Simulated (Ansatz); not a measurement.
## InO: a film clamped to a substrate

All numbers below come from DFT PBE+D3(BJ), scalar-relativistic, plane waves, PAW in Ansatz 0.2.0. Cutoff 420 eV, Γ-centred 12×12×2 k-points, Gaussian smearing of 0.05 eV. No spin polarisation. Energies are free energies at this smearing, counted from the undisturbed cell; pressure is positive in compression.

Zero of the scan (relaxed at this level; it needn't be the usual structure):

```
CELL_PARAMETERS angstrom
3.42978 0.00000 0.00000
-1.71489 2.97028 0.00000
0.00000 0.00000 15.85202
ATOMIC_POSITIONS crystal
In 0.66667 0.33333 0.58953
In 0.66667 0.33333 0.41047
O 0.00000 0.00000 0.63988
O 0.00000 0.00000 0.36012
```

The cell (4 atoms, V0 = 161.49 Å³) is strained by p along both x and y and by q along z, fractional coordinates fixed. τp = (1/V0) ∂E/∂p = (σxx + σyy)(1 + p)(1 + q) and τq = (1/V0) ∂E/∂q = σzz(1 + p)², with tension positive.

| p | q | ΔE (meV/atom) | τp (GPa) | τq (GPa) |
| --- | --- | --- | --- | --- |
| 0.000 | 0.000 | 0.00 | 0.05 | 0.02 |
| -0.025 | 0.000 | 22.02 | -7.34 | -0.79 |
| 0.025 | 0.000 | 19.33 | 5.84 | 0.62 |
| 0.000 | -0.025 | 4.08 | -0.67 | -1.35 |
| 0.000 | 0.025 | 3.80 | 0.72 | 1.15 |

Question: Get the second derivatives of the energy density.

Answer: Central differences give A = ∂τp/∂p = 264 GPa (C11 + C22 + 2 C12), C = ∂τq/∂q = 50 GPa (C33) and the cross term B = ∂τq/∂p = 28.2 GPa (C13 + C23); ∂τp/∂q = 27.9 GPa must equal B, and any difference shows higher-order terms. The ions are clamped.

Question: A film of this crystal grows with z along the normal on a substrate that imposes p. How does its thickness respond, and what does the misfit cost?

Answer: Count p and q from the stress-free cell. A free surface needs τq = 0, so q = −(B/C) p = -0.56 p. The energy density left is (A − B²/C) p²/2 = M p², with the biaxial modulus M = 124 GPa; a misfit of 1 % costs 3.12 meV/atom, against 3.32 meV/atom if the thickness were held.

At p = 0.050 the energies along q are 74.0 (q = -0.050), 68.0 (q = -0.025), 70.9 (q = 0.000), 81.0 (q = 0.025), 97.0 (q = 0.050) meV/atom.

Question: Does the linear rule hold at this misfit?

Answer: A parabola through the lowest point and its neighbours has its minimum at q = -0.021, 67.9 meV/atom. With the stress left in the starting cell, τp0 and τq0, linear elasticity gives q = −(τq0 + Bp)/C = -0.028 and E = V0(τp0 p + τq0 q + Ap²/2 + Bpq + Cq²/2)/N = 78.6 meV/atom. The energies differ by more than a tenth, so the quadratic law fails here: the gap holds the anharmonic part, with some error from the wide steps. Cubic terms also shift the vertex of so wide a parabola.

Forces appear on the atoms along this scan, and letting them relax would lower the energy and soften the response.

The coordinates describe a single O–In–In–O layer separated from its images by vacuum, not a bulk crystal. In-plane strain works directly against the polar In–O bonds, whereas strain along z acts on the In–In bond and the short vertical component of In–O, so A far exceeds C. The vacuum itself resists nothing: C is finite only because the scaled coordinates stretch the layer together with the empty space. It is therefore neither an interlayer stiffness nor a bulk C33, and it would all but vanish if the layer could keep its own thickness. The moduli in GPa also scale inversely with the chosen cell height, while the energies per atom and the ratio B/C do not.

In-plane compression costs more than equal tension, as expected when short-range repulsion steepens and stretched bonds soften. This explains why the quadratic law overestimates the misfit energy at p = 0.050; under compression it would probably err the other way. Binding to a real substrate, which could alter both responses, is not tested.
